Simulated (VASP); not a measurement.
**A VASP 6.6.1 single-point calculation on NaI**

INCAR

```
IBRION = -1
ISMEAR = 0
LASPH = .TRUE.
LWAVE = .FALSE.
NBANDS = 14
GGA = PE
NELM = 81
LCHARG = .FALSE.
SIGMA = 0.005
ALGO = Fast
NSW = 0
LREAL = .FALSE.
ISIF = 2
NELMIN = 4
ENCUT = 520
PREC = Accurate
EDIFF = 1E-7
```

KPOINTS

```
KPOINTS created by Atomic Simulation Environment
0
Gamma
6 6 6
0 0 0
```

POSCAR

```
Na I
 1.0000000000000000
     3.9249772123000000    0.0000000000000000    0.0000000000000000
     0.0000000000000000    3.9249772123000000    0.0000000000000000
     0.0000000000000000    0.0000000000000000    4.0405365579000003
 Na  I
   1   1
Cartesian
  0.0000000000000000  0.0000000000000000  0.0000000000000000
  1.9624886061500000  1.9624886061500000  2.0202682789500002
```

The recommended PBE PAW datasets give the neutral cell 14 valence electrons.

Command

```
mpirun -np 1 vasp_std
```

OSZICAR

```
N       E                     dE             d eps       ncg     rms          rms(c)
DAV:   1     0.844758804016E+02    0.84476E+02   -0.65728E+03  1126   0.902E+02
DAV:   2     0.138383300808E+01   -0.83092E+02   -0.76478E+02  1198   0.229E+02
DAV:   3    -0.501303088731E+01   -0.63969E+01   -0.63506E+01  1468   0.609E+01
DAV:   4    -0.516027597305E+01   -0.14725E+00   -0.14720E+00  1386   0.948E+00
DAV:   5    -0.516437074319E+01   -0.40948E-02   -0.40947E-02  1444   0.160E+00    0.214E+00
RMM:   6    -0.507089382722E+01    0.93477E-01   -0.55564E-02  1319   0.120E+00    0.146E+00
RMM:   7    -0.504648078278E+01    0.24413E-01   -0.73194E-02  1501   0.119E+00    0.594E-01
RMM:   8    -0.504651546633E+01   -0.34684E-04   -0.47187E-03  1347   0.720E-01    0.101E-01
RMM:   9    -0.504649226877E+01    0.23198E-04   -0.92109E-04  1585   0.277E-01    0.450E-02
RMM:  10    -0.504652488526E+01   -0.32616E-04   -0.21435E-04  1613   0.142E-01    0.301E-02
RMM:  11    -0.504653058782E+01   -0.57026E-05   -0.44641E-05  1525   0.679E-02    0.262E-03
RMM:  12    -0.504653182504E+01   -0.12372E-05   -0.15258E-05  1892   0.338E-02    0.367E-03
RMM:  13    -0.504653187999E+01   -0.54944E-07   -0.70823E-07  1499   0.739E-03
   1 F= -.50465319E+01 E0= -.50465319E+01  d E =-.413271E-23
```

From OUTCAR

```
k-points           NKPTS =     40   k-points in BZ     NKDIM =     40   number of bands    NBANDS=     14

   NELECT =      14.0000    total number of electrons

   dimension x,y,z NGX =    30 NGY =   30 NGZ =   30
   dimension x,y,z NGXF=    60 NGYF=   60 NGZF=   60

  energy-cutoff  :      520.00
  volume of cell :       62.25
      direct lattice vectors                 reciprocal lattice vectors
     3.924977212  0.000000000  0.000000000     0.254778549  0.000000000  0.000000000
     0.000000000  3.924977212  0.000000000     0.000000000  0.254778549  0.000000000
     0.000000000  0.000000000  4.040536558     0.000000000  0.000000000  0.247491883

 k-points in reciprocal lattice and weights: KPOINTS created by Atomic Simulation Env
   0.00000000  0.00000000  0.00000000       0.005
   0.16666667  0.00000000  0.00000000       0.019
   0.33333333  0.00000000  0.00000000       0.019
   0.50000000  0.00000000  0.00000000       0.009
   0.16666667  0.16666667  0.00000000       0.019
   0.33333333  0.16666667  0.00000000       0.037
   0.50000000  0.16666667  0.00000000       0.019
   0.33333333  0.33333333  0.00000000       0.019
   ...

 E-fermi :   2.5481

 k-point     1 :       0.0000    0.0000    0.0000
  band No.  band energies     occupation
      1     -21.2615      2.00000
      2     -21.2615      2.00000
      3     -21.2573      2.00000
      4      -9.6186      2.00000
      5       1.5284      2.00000
      6       1.8176      2.00000
      7       1.8176      2.00000
      8       4.8173      0.00000
      9       7.8159      0.00000
     10       8.0009      0.00000
     11      13.7871      0.00000
     12      14.0803      0.00000
     13      14.0927      0.00000
     14      14.3572      0.00000

 k-point     2 :       0.1667    0.0000    0.0000
  band No.  band energies     occupation
      1     -21.2644      2.00000
      2     -21.2612      2.00000
      3     -21.2570      2.00000
      4      -9.5243      2.00000
      5       0.7718      2.00000
      6       1.6190      2.00000
      7       1.9052      2.00000
      8       5.5025      0.00000
      9       8.1027      0.00000
     10       8.9315      0.00000
     11      12.1394      0.00000
     12      12.5831      0.00000
     13      13.1353      0.00000
     14      14.5627      0.00000

 k-point     3 :       0.3333    0.0000    0.0000
  band No.  band energies     occupation
      1     -21.2703      2.00000
      2     -21.2607      2.00000
      3     -21.2564      2.00000
      4      -9.3197      2.00000
      5      -0.5909      2.00000
      6       1.8146      2.00000
      7       2.0936      2.00000
      8       6.4515      0.00000
      9       8.7837      0.00000
     10       9.6303      0.00000
     11      10.6500      0.00000
     12      11.1280      0.00000
     13      12.3422      0.00000
     14      13.6993      0.00000

 k-point     4 :       0.5000    0.0000    0.0000
  band No.  band energies     occupation
      1     -21.2732      2.00000
      2     -21.2604      2.00000
      3     -21.2561      2.00000
      4      -9.2080      2.00000
      5      -1.1342      2.00000
      6       1.9211      2.00000
      7       2.1957      2.00000
      8       7.1038      0.00000
      9       8.9835      0.00000
     10       9.4319      0.00000
     11      10.0933      0.00000
     12      10.5814      0.00000
     13      11.1993      0.00000
     14      15.5500      0.00000

 ...

  Total        0.7894659      0.7894659      0.1712943      0.0000000      0.0000000      0.0000000
  in kB       20.3203247     20.3203247      4.4090012      0.0000000      0.0000000      0.0000000
  external PRESSURE =      15.0165502 kB  Pullay stress =       0.0000000 kB

 POSITION                                       TOTAL-FORCE (eV/Angst)
 -----------------------------------------------------------------------------------
      0.00000      0.00000      0.00000         0.000000      0.000000      0.000000
      1.96249      1.96249      2.02027         0.000000      0.000000      0.000000
 -----------------------------------------------------------------------------------
    total drift:                                0.000000     -0.000000     -0.000000

  FREE ENERGIE OF THE ION-ELECTRON SYSTEM (eV)
  ---------------------------------------------------
  free  energy   TOTEN  =        -5.0465318800 eV

  energy  without entropy=       -5.0465318800  energy(sigma->0) =       -5.04653188
```

It converged. Results: gap between bands v and c on the k mesh 2.30 eV; least direct gap on the k mesh 2.56 eV; pressure 1.5 GPa. Band v is the last that the valence electrons fill when counted band by band, and c is the next.

For comparison, a separate PBE run of the intended cell, on usual settings and not on those above, gives a gap of 2.30 eV on its mesh and a pressure of 1.5 GPa.

The run above took about 32 s on one core of a shared host (Intel Xeon Platinum 8488C) and held 0.18 GiB at most.
